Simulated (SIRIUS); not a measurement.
# Cu (Fm-3m) in SIRIUS: convergence with density cutoff

Aim: find how far density cutoff must go before the results for Cu settle, at PBEsol. This setting moves, with any that are tied to it; all else stays.

Everything below comes from runs of SIRIUS 7.10.0. Logs are shortened: lines on timing, memory, paths and dates and some standing lists are left out, and cuts for length are marked. The log counts tension as positive stress, the text compression.

### 1 Starting point

The structure is cubic, space group Fm-3m (No. 225). The conventional cell has a = 3.615 Å, b = 3.615 Å, c = 3.615 Å, α = 90.00°, β = 90.00°, γ = 90.00°. Cu (site symmetry m-3m) is surrounded by 12 Cu at 2.56 Å.

### 2 With density cutoff 2666.7 eV

Input file sirius.json:

```json
{
  "control": {
    "processing_unit": "cpu",
    "verbosity": 2,
    "num_bands_to_print": 17,
    "print_forces": true,
    "print_stress": true
  },
  "parameters": {
    "electronic_structure_method": "pseudopotential",
    "xc_functionals": ["XC_GGA_X_PBE_SOL", "XC_GGA_C_PBE_SOL"],
    "gk_cutoff": 6.4,
    "pw_cutoff": 14.0,
    "ngridk": [13, 13, 13],
    "shiftk": [0, 0, 0],
    "smearing": "gaussian",
    "smearing_width": 0.0018374661,
    "num_bands": 17,
    "num_mag_dims": 0,
    "num_dft_iter": 100,
    "energy_tol": 1e-08,
    "density_tol": 1e-06
  },
  "iterative_solver": {
    "type": "davidson",
    "min_tolerance": 1e-10
  },
  "mixer": {
    "type": "anderson",
    "beta": 0.7,
    "max_history": 8
  },
  "settings": {
    "tol_ne": 1e-10
  },
  "unit_cell": {
    "lattice_vectors": [
      [0.0, 3.415679970261, 3.415679970261],
      [3.415679970261, 0.0, 3.415679970261],
      [3.415679970261, 3.415679970261, 0.0]
    ],
    "atom_coordinate_units": "lattice",
    "atom_types": ["Cu"],
    "atom_files": {
      "Cu": "Cu.json"
    },
    "atoms": {
      "Cu": [
        [0.0, 0.0, 0.0]
      ]
    }
  }
}
```

Potentials or basis: GBRV 1.5 PBEsol (ultrasoft).

Run with:

```console
$ upf_to_json cu_pbesol_v1.2.uspp.F.UPF
$ OMP_NUM_THREADS=1 sirius.scf --input=sirius.json --output=out.json --task=0
```

Wall time 26 s (1 thread of Arm Neoverse V1, shared host); peak memory 0.16 GiB.

Results:

| Quantity | Value |
| --- | --- |
| Free energy | -5490.0005 eV |
| Pressure | -6.3 GPa |
| Band gap on the k mesh | none (metal or under the smearing width) |

### 3 With density cutoff 3483.1 eV

sirius.json, as its differences from that of step 2:

```diff
@@ -12,3 +12,3 @@
     "gk_cutoff": 6.4,
-    "pw_cutoff": 14.0,
+    "pw_cutoff": 16.0,
     "ngridk": [13, 13, 13],
@@ -37,6 +37,7 @@
     "lattice_vectors": [
-      [0.0, 3.415679970261, 3.415679970261],
-      [3.415679970261, 0.0, 3.415679970261],
-      [3.415679970261, 3.415679970261, 0.0]
+      [0.0, 0.707106781187, 0.707106781187],
+      [0.707106781187, 0.0, 0.707106781187],
+      [0.707106781187, 0.707106781187, 0.0]
     ],
+    "lattice_vectors_scale": 4.8305009387,
     "atom_coordinate_units": "lattice",
```

Potentials or basis: GBRV 1.5 PBEsol (ultrasoft).

Run with:

```console
$ upf_to_json cu_pbesol_v1.2.uspp.F.UPF
$ OMP_NUM_THREADS=1 sirius.scf --input=sirius.json --output=out.json --task=0
```

Run time: 25 s. Hardware: 1 thread of Arm Neoverse V1, shared host; peak memory 0.17 GiB.

Results:

| Item | Value |
| --- | --- |
| Free energy | -5490.0009 eV |
| Pressure | -6.3 GPa |
| Band gap on the k mesh | none (metal or under the smearing width) |

### 4 With density cutoff 4408.2 eV

sirius.json, as its differences from that of step 3:

```diff
@@ -12,3 +12,3 @@
     "gk_cutoff": 6.4,
-    "pw_cutoff": 16.0,
+    "pw_cutoff": 18.0,
     "ngridk": [13, 13, 13],
```

Run with:

```console
$ upf_to_json cu_pbesol_v1.2.uspp.F.UPF
$ OMP_NUM_THREADS=1 sirius.scf --input=sirius.json --output=out.json --task=0
```

It took 25 s on 1 thread of Arm Neoverse V1, shared host; peak memory 0.18 GiB.

The run converged. Its results:

| Quantity | Value |
| --- | --- |
| Free energy | -5490.0009 eV |
| Pressure | -6.3 GPa |
| Band gap on the k mesh | none (metal or under the smearing width) |

### 5 With density cutoff 5442.3 eV

sirius.json, as its differences from that of step 4:

```diff
@@ -12,3 +12,3 @@
     "gk_cutoff": 6.4,
-    "pw_cutoff": 18.0,
+    "pw_cutoff": 20.0,
     "ngridk": [13, 13, 13],
@@ -37,7 +37,6 @@
     "lattice_vectors": [
-      [0.0, 0.707106781187, 0.707106781187],
-      [0.707106781187, 0.0, 0.707106781187],
-      [0.707106781187, 0.707106781187, 0.0]
+      [0.0, 3.415679970261, 3.415679970261],
+      [3.415679970261, 0.0, 3.415679970261],
+      [3.415679970261, 3.415679970261, 0.0]
     ],
-    "lattice_vectors_scale": 4.8305009387,
     "atom_coordinate_units": "lattice",
```

Run with:

```console
$ upf_to_json cu_pbesol_v1.2.uspp.F.UPF
$ OMP_NUM_THREADS=1 sirius.scf --input=sirius.json --output=out.json --task=0
```

Run time: 26 s. Hardware: 1 thread of Arm Neoverse V1, shared host; peak memory 0.19 GiB.

Results (log left out):

```
Free energy            : -5490.0009 eV
Pressure               : -6.3 GPa
Band gap on the k mesh : none (metal or under the smearing width)
```

### 6 With density cutoff 7197.4 eV

sirius.json, as its differences from that of step 5:

```diff
@@ -12,3 +12,3 @@
     "gk_cutoff": 6.4,
-    "pw_cutoff": 20.0,
+    "pw_cutoff": 23.0,
     "ngridk": [13, 13, 13],
```

Potentials or basis: GBRV 1.5 PBEsol (ultrasoft).

Run with:

```console
$ upf_to_json cu_pbesol_v1.2.uspp.F.UPF
$ OMP_NUM_THREADS=1 sirius.scf --input=sirius.json --output=out.json --task=0
```

It took 26 s on 1 thread of Arm Neoverse V1, shared host; peak memory 0.21 GiB.

The run converged. Its results:

```yaml
Free_energy: -5490.0010 eV
Pressure: -6.3 GPa
Band_gap_on_the_k_mesh: none (metal or under the smearing width)
```

### 7 With density cutoff 9197.4 eV

sirius.json, as its differences from that of step 6:

```diff
@@ -12,3 +12,3 @@
     "gk_cutoff": 6.4,
-    "pw_cutoff": 23.0,
+    "pw_cutoff": 26.0,
     "ngridk": [13, 13, 13],
```

Run with:

```console
$ upf_to_json cu_pbesol_v1.2.uspp.F.UPF
$ OMP_NUM_THREADS=1 sirius.scf --input=sirius.json --output=out.json --task=0
```

It took 27 s on 1 thread of Arm Neoverse V1, shared host; peak memory 0.24 GiB.

It converged, with:

```
Free energy            : -5490.0011 eV
Pressure               : -6.3 GPa
Band gap on the k mesh : none (metal or under the smearing width)
```

### 8 With density cutoff 12245.1 eV

sirius.json, as its differences from that of step 7:

```diff
@@ -12,3 +12,3 @@
     "gk_cutoff": 6.4,
-    "pw_cutoff": 26.0,
+    "pw_cutoff": 30.0,
     "ngridk": [13, 13, 13],
```

Potentials or basis: GBRV 1.5 PBEsol (ultrasoft).

Run with:

```console
$ upf_to_json cu_pbesol_v1.2.uspp.F.UPF
$ OMP_NUM_THREADS=1 sirius.scf --input=sirius.json --output=out.json --task=0
```

What it wrote:

```text
[info] SIRIUS version : 7.10.0
[info] number of MPI ranks           : 1
[info] MPI grid                      : 1 1
[info] maximum number of OMP threads : 1
[fft] FFT context for density and potential
[fft] =====================================
[fft]   comm size                             : 1
[fft]   plane wave cutoff                     : 30
[fft]   grid size                             : 50 50 50   total : 125000
[fft]   grid limits                           : -24 25   -24 25   -24 25
[fft]   number of G-vectors within the cutoff : 18043
[fft]   local number of G-vectors             : 18043
[fft]   number of G-shells                    : 967
[fft] FFT context for coarse grid
[fft] =====================================
[fft]   comm size                             : 1
[fft]   plane wave cutoff                     : 12.8
[fft]   grid size                             : 24 24 24   total : 13824
[fft]   grid limits                           : -11 12   -11 12   -11 12
[fft]   number of G-vectors within the cutoff : 1371
[fft]   local number of G-vectors             : 1371
[fft]   number of G-shells                    : 100
[unit cell] lattice vectors
[unit cell]   a1 :       0.0000000000      3.4156799703      3.4156799703
[unit cell]   a2 :       3.4156799703      0.0000000000      3.4156799703
[unit cell]   a3 :       3.4156799703      3.4156799703      0.0000000000
[unit cell] reciprocal lattice vectors
[unit cell]   b1 :      -0.9197561484      0.9197561484      0.9197561484
[unit cell]   b2 :       0.9197561484     -0.9197561484      0.9197561484
[unit cell]   b3 :       0.9197561484      0.9197561484     -0.9197561484
[unit cell] unit cell volume :        79.70058602 [a.u.^3]
[unit cell] 1/sqrt(omega)    :         0.11201321
[unit cell] MT volume        :         0.00000000 ( 0.00%)
[unit cell] IT volume        :        79.70058602 (100.00%)
[unit cell] number of atom types : 1
[unit cell] type id : 0 symbol : Cu mt_radius : 202.485818 num_atoms : 1
[unit cell] total number of atoms : 1
[unit cell] number of symmetry classes : 1
[unit cell] number of PAW atoms : 0
[unit cell] atom id  type id  class id             position                      vector_field
[unit cell] ------------------------------------------------------------------------------------------
[unit cell]      0        0        0      0.00000   0.00000   0.00000      0.00000   0.00000   0.00000
[unit cell] atom id         position (Cartesian, a.u.)
[unit cell] ---------------------------------------------
[unit cell]      0       0.000000    0.000000    0.000000
[unit cell] class id : 0 atom id : 0
[unit cell] minimum bond length:     4.830501
[unit cell] total number of pseudo wave-functions: 13
[sym] space group number   : 225
[... 399 lines left out ...]
[find] total charge          : 19.000000
[find] Energy
[find] --------------------------------------------------------------------------------
[find] valence_eval_sum               :     -13.75564461
[find] <rho|V^{XC}>                   :     -25.01094356
[find] <rho|E^{XC}>                   :     -19.19511760
[find] <mag|B^{XC}>                   :       0.00000000
[find] <rho|V^{H}>                    :     145.34308370
[find] one-electron contribution      :    -134.08778475 (Ha),    -268.17556951 (Ry)
[find] hartree contribution           :      72.67154185
[find] xc contribution                :     -19.19511760
[find] ewald contribution             :    -121.14243893
[find] PAW contribution               :       0.00000000
[find] smearing (-TS)                 :      -0.00001989
[find] SCF correction                 :      -0.00000031
[find] Total energy                   :    -201.75379974 (Ha),    -403.50759949 (Ry)
[find] Free energy (E-TS)             :    -201.75381964 (Ha),    -403.50763928 (Ry)
[find] band gap (eV)                  :       0.00000000
[find] Efermi                         :       0.59120693
[find] iteration : 24, RMS : 6.120135528674e-09, energy difference : 1.139710548159e-11
[find] Hartree energy of density residual : 1.750701995074e-15
[find] bands are converged : true
[find] iterative solver converged : true
[find] converged after 25 SCF iterations!
[find] Charges and magnetic moments
[find] --------------------------------------------------------------------------------
[find] total charge          : 19.000000
[find] Energy
[find] --------------------------------------------------------------------------------
[find] valence_eval_sum               :     -13.75564461
[find] <rho|V^{XC}>                   :     -25.01094356
[find] <rho|E^{XC}>                   :     -19.19511760
[find] <mag|B^{XC}>                   :       0.00000000
[find] <rho|V^{H}>                    :     145.34308370
[find] one-electron contribution      :    -134.08778475 (Ha),    -268.17556951 (Ry)
[find] hartree contribution           :      72.67154185
[find] xc contribution                :     -19.19511760
[find] ewald contribution             :    -121.14243893
[find] PAW contribution               :       0.00000000
[find] smearing (-TS)                 :      -0.00001989
[find] SCF correction                 :      -0.00000031
[find] Total energy                   :    -201.75379974 (Ha),    -403.50759949 (Ry)
[find] Free energy (E-TS)             :    -201.75381964 (Ha),    -403.50763928 (Ry)
[find] band gap (eV)                  :       0.00000000
[find] Efermi                         :       0.59120693
[ground_state] === stress tensor components [kbar] ===
[ground_state] === stress_kin ===
[ground_state] -50790.057021   -0.000000   -0.000000
[ground_state]    -0.000000-50790.057021    0.000000
[ground_state]    -0.000000    0.000000-50790.057021
[ground_state] === stress_har ===
[ground_state] -89420.935874   -0.000000    0.000000
[ground_state]    -0.000000-89420.935874    0.000000
[ground_state]     0.000000    0.000000-89420.935874
[ground_state] === stress_ewald ===
[ground_state] 149063.443368    0.000000   -0.000000
[ground_state]     0.000000149063.443368   -0.000000
[ground_state]    -0.000000   -0.000000149063.443368
[ground_state] === stress_vloc ===
[ground_state]  7825.451343    0.000000    0.000000
[ground_state]     0.000000 7825.451343   -0.000000
[ground_state]     0.000000   -0.000000 7825.451343
[ground_state] === stress_xc ===
[ground_state] 21853.170953    0.000000   -0.000000
[ground_state]     0.00000021853.170953   -0.000000
[ground_state]    -0.000000   -0.00000021853.170953
[ground_state] === stress_core ===
[ground_state]   662.303195    0.000000   -0.000000
[ground_state]     0.000000  662.303195   -0.000000
[ground_state]    -0.000000   -0.000000  662.303195
[ground_state] === stress_nonloc ===
[ground_state]  8343.038428    0.000000   -0.000000
[ground_state]     0.000000 8343.038428   -0.000000
[ground_state]    -0.000000   -0.000000 8343.038428
[ground_state] === stress_us ===
[ground_state] -47473.114252   -0.000000    0.000000
[ground_state]    -0.000000-47473.114252    0.000000
[ground_state]     0.000000    0.000000-47473.114252
[ground_state] === stress_us_nl ===
[ground_state] -39130.075824   -0.000000   -0.000000
[ground_state]    -0.000000-39130.075824    0.000000
[ground_state]    -0.000000    0.000000-39130.075824
[ground_state] === stress_total ===
[ground_state]    63.300139    0.000000   -0.000000
[ground_state]     0.000000   63.300139   -0.000000
[ground_state]    -0.000000   -0.000000   63.300139
[ground_state] ==== total Forces in Ha/bohr =====
[ground_state] atom:    0, force:       0.0000000      0.0000000      0.0000000
[ground_state] ==== ultrasoft contribution from Qij =====
[ground_state] atom:    0, force:       0.0000000      0.0000000      0.0000000
[ground_state] ==== non-local contribution from Beta-projector =====
[ground_state] atom:    0, force:       0.0000000      0.0000000      0.0000000
[ground_state] ==== contribution from local potential =====
[ground_state] atom:    0, force:       0.0000000      0.0000000      0.0000000
[ground_state] ==== contribution from core density =====
[ground_state] atom:    0, force:       0.0000000      0.0000000      0.0000000
[ground_state] ==== Ewald forces from ions =====
[ground_state] atom:    0, force:       0.0000000      0.0000000      0.0000000
[~DFT_ground_state] local op. applied: 73842
[~DFT_ground_state] evp. work count: 18516.4
[~DFT_ground_state] number of iterative solver steps: 3465
```

Run time: 30 s. Hardware: 1 thread of Arm Neoverse V1, shared host; peak memory 0.29 GiB.

Results:

```yaml
Free_energy: -5490.0011 eV
Pressure: -6.3 GPa
Band_gap_on_the_k_mesh: none (metal or under the smearing width)
```

### 9 Summary

```
density cutoff  energy less the tightest run, at zero smearing (meV/atom)  SCF cycles  CPU time (s)  peak memory (GiB)
     2666.7 eV                                                       0.61          25            26               0.16
     3483.1 eV                                                       0.24          25            25               0.17
     4408.2 eV                                                       0.24          25            25               0.18
     5442.3 eV                                                       0.18          25            26               0.19
     7197.4 eV                                                       0.09          25            26               0.21
     9197.4 eV                                                       0.02          24            27               0.24
    12245.1 eV                                                       0.00          25            30               0.29
```

Against the tightest run, the energy stays within 1 meV/atom from 2666.7 eV on. The tightest run that finished is the yardstick and may itself not be fully converged.
